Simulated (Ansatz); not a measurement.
The following input was run with Ansatz 0.2.0.

```yaml
crystal:
  lattice:
    - [-3.1194618, 3.050397675, 2.984265375]
    - [2.99934765, -3.143672025, 2.957425575]
    - [3.1767684, 3.200978625, -3.077539725]
  atoms:
    - { symbol: Cs, position: [0.0, 0.0, 0.0] }
basis:
  ecutwfc: 420
kpoints:
  mp_grid: { grid: [10, 10, 8] }
hamiltonian:
  xc: pbe
scf:
  occupations: { method: gaussian, width: 0.1 }
output:
  forces: true
  stress: true
  eigenvalues: true
```

Run as
```bash
ansatz run input.yaml --threads 1 --pin off --max-ram 1331MiB --backend cpu --events-out ev --progress --plain --runs-dir out
```

The calculation used DFT PBE, scalar-relativistic, plane waves, PAW (Ansatz).

Part of what the program printed, abridged (final results; tables in files aren't shown):

```
SCF 1 converged in 6 iterations: F = -5670.764307 eV  dr2 = 6.26e-9
SCF converged after 6 iterations
Free energy (F): -5670.764307 eV
Harris-Foulkes:  -5670.764307 eV  (|F-HF|=1.68e-9)
Internal energy: -5670.757174 eV  (E = F + TS)
E sigma→0 (E₀):  -5670.760740 eV
Entropy (-TS):   -0.007134 eV (-7.134 meV/atom)
Fermi energy:    2.243519 eV
--- Per-component energies (eV) ---
  E_band       = -92.031612
  E_kinetic    = 140.752739
  E_local      = -393.201895  (includes V_loc(G=0)·N_el)
  E_nonlocal   = 30.223629
  E_hartree    = 137.779410
  E_xc         = -172.877749
  E_vxc        = -124.542824  (∫ρ·V_xc dr)
  E_paw        = -5066.761259  (= ΣΔE_a)
  E_vpaw       = -20.823272  (= ΣTr[D̂ρ^β])
  E_aug_tail   = -0.000001  (compensation charges beyond the density's cutoff)
  E_ewald      = -346.672047
  E_smearing   = -0.007134  (= −TS)
--- Forces (eV/Å), atoms counted from 1 ---
  atom   1  Cs     0.00000000     0.00000000     0.00000000
--- Stress (GPa, compression-positive) ---
        0.050631      -0.021813       0.032229
       -0.021813       0.047231       0.023126
        0.032229       0.023126       0.036687
  P = ⅓ Tr σ = 0.0448 GPa (0.448 kbar)
--- Band table (eV; the first three rows and the last of 404) ---
  k-point 0: bands = ["-21.6111", "-8.3605", "-8.3539", "-8.3515", "0.5619", "4.5654", "4.7449", "4.8788", "5.4771"]
  k-point 1: bands = ["-21.6102", "-8.3777", "-8.3607", "-8.3535", "0.7257", "4.4099", "4.6012", "5.0208", "5.3056"]
  k-point 2: bands = ["-21.6079", "-8.4269", "-8.3743", "-8.3527", "1.1806", "3.8888", "4.3220", "5.3520", "5.4914"]
  k-point 403: bands = ["-21.5987", "-8.4647", "-8.4637", "-8.4359", "2.8467", "2.9320", "5.0777", "5.1770", "5.4995"]
```

The run converged.